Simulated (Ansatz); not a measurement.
**Sn (dhcp type): how the settings move a single-point run**

How sensitive is a single-point run of Sn (dhcp type) to its settings? A reference run comes first, then one run with altered input.

Program: Ansatz 0.2.0. Level of theory: reference: DFT, PBE, all-electron LAPW, scalar-relativistic. These are calculated values, not measurements.

1 further run of the same task is left out (it didn't finish).

### Step 1. Starting point

It takes space group P6_3/mmc (No. 194, hexagonal). Conventional cell: a = 3.113 Å, b = 3.113 Å, c = 10.112 Å, α = 90.00°, β = 90.00°, γ = 120.00°. Sn (site symmetry -3m) has 12 Sn at 3.10 to 3.11 Å as nearest neighbours. Around Sn (site symmetry -6m2) lie 12 Sn at 3.10 to 3.11 Å.

As a file:

```
CELL_PARAMETERS angstrom
3.11285 0.00000 0.00000
-1.55643 2.69581 0.00000
0.00000 0.00000 10.11236
ATOMIC_POSITIONS crystal
Sn 0.00000 0.00000 0.00000
Sn 0.00000 0.00000 0.50000
Sn 0.33333 0.66667 0.25000
Sn 0.66667 0.33333 0.75000
```

### Step 2. Baseline

Input file input.yaml:

```yaml
crystal:
  lattice:
    - [3.1128505693, 0.0, 0.0]
    - [-1.5564252847, 2.6958076712, 0.0]
    - [0.0, 0.0, 10.1123628275]
  atoms:
    - { symbol: Sn, position: [0.0, 0.0, 0.0] }
    - { symbol: Sn, position: [0.0, 0.0, 0.5] }
    - { symbol: Sn, position: [0.3333333333, 0.6666666667, 0.25] }
    - { symbol: Sn, position: [0.6666666667, 0.3333333333, 0.75] }
kpoints:
  mp_grid: { grid: [12, 12, 3] }
scf:
  occupations: { method: fermi_dirac, width: 0.1 }
hamiltonian:
  xc: pbe
  pseudopotentials: { kind: all_electron, lapw: { basis_error: 0.001 } }
output:
  forces: true
  stress: true
  eigenvalues: true
  populations: true
```

Launch:

```sh
> ansatz run input.yaml --threads 1 --pin off --max-ram 3072MiB --backend cpu --events-out ev --progress --plain --runs-dir out
```

### Step 3. Changed: n_extra_bands 32, lower_state_search standard

Edit input.yaml of step 2 so:

```diff
@@ -14,2 +14,4 @@
   occupations: { method: fermi_dirac, width: 0.1 }
+  n_extra_bands: 32
+  lower_state_search: standard
 hamiltonian:
```

**Question.** What will these runs give? Wanted: for each run, ending; energy change; pressure; gap; force.

**Answer**, as computed:

```
                                             run     ending  energy change  pressure (GPa)  gap (eV)  force (eV/Å)  cycles  time
                                       reference  converged              0            24.6      0.00          0.00       9  30 s
1: n_extra_bands 32, lower_state_search standard  converged   0.0 meV/atom            24.6      0.00          0.00       9  42 s
```

Residual by cycle in the longest SCF loop of each run; runs are numbered as in the table. The quantity is the density residual dr2, in eV.

```
cycle  reference    run 1
    1     0.0156   0.0156
    2    0.00692  0.00692
    3    0.00288  0.00288
    4     7.5e-4   7.5e-4
    5     2.7e-5   2.7e-5
    6     2.3e-6   2.3e-6
    7     1.7e-7   1.7e-7
    8     2.1e-7   2.1e-7
    9     1.4e-8   1.5e-8
```

**Reading.** Changing the band count and search for lower states hardly moves the energy: 0.0 meV/atom. Cost: 42 s against 30 s. The structure is not at rest: the sound run finds 25 GPa, so these are no properties of the relaxed crystal. 
